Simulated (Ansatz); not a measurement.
ZrO2 in the fluorite structure, relaxed with r2SCAN: 7 runs in Ansatz 0.2.0, each a construction of maximally localised Wannier functions. The symmetry is Fm-3m (No. 225, cubic); conventional cell a = 5.089 Å, 10.99 Å³ an atom. Zr is surrounded by 8 O at 2.20 Å; O is surrounded by 4 Zr at 2.20 Å. Calculated for a static, non-magnetic cell.

```xyz
3
Lattice="0.0000 2.5447 2.5447 2.5447 0.0000 2.5447 2.5447 2.5447 0.0000" Properties=species:S:1:pos:R:3 pbc="T T T"
Zr    0.0000    0.0000    0.0000
O     1.2724    1.2724    1.2724
O     3.8171    3.8171    3.8171
```

Windows count from the top of the filled bands; a dash means that no such window was set (without an outer window there is no disentanglement).

| functional | SCF mesh | trial orbitals | functions | mesh | window (eV) | frozen (eV) | Ω total (Å²) | Ω invariant (Å²) | largest spread (Å²) | least projectability |
| --- | --- | --- | --- | --- | --- | --- | --- | --- | --- | --- |
| PBE | 6×6×6 | O s, O p | 8 | 6×6×6 | – | – | 7.47 | 6.68 | 0.93 | 0.84 |
| PBE | 6×6×6 | O s, O p | 8 | 4×4×4 | – | – | 7.05 | 6.24 | 0.88 | 0.84 |
| PBE | 6×6×6 | O s, O p | 8 | 8×8×8 | – | – | 7.64 | 6.85 | 0.95 | 0.84 |
| r2SCAN | 6×6×6 | O s, O p | 8 | 6×6×6 | – | – | 7.27 | 6.48 | 0.91 | 0.85 |
| HSE06 | 6×6×6 | O s, O p | 8 | 6×6×6 | – | – | 7.13 | 6.34 | 0.89 | 0.86 |
| HSE06 | 6×6×6 | O p | 6 | 6×6×6 | – | – | 6.82 | 6.73 | 1.14 | 0.86 |

Task: Estimate from these rows what the further settings give.
```tsv
functional	SCF mesh	trial orbitals	functions	mesh	window (eV)	frozen (eV)
PBE	6×6×6	O p	6	6×6×6	–	–
```

Result:
```
functional  SCF mesh  trial orbitals  functions   mesh  window (eV)  frozen (eV)  Ω total (Å²)  Ω invariant (Å²)  largest spread (Å²)  least projectability
       PBE     6×6×6             O p          6  6×6×6            –            –          7.23              7.12                 1.21                  0.84
```

For O s, O p with PBE the spread goes 7.05 Å² (4×4×4), 7.47 Å² (6×6×6), 7.64 Å² (8×8×8): finite differences on a coarse mesh understate it.
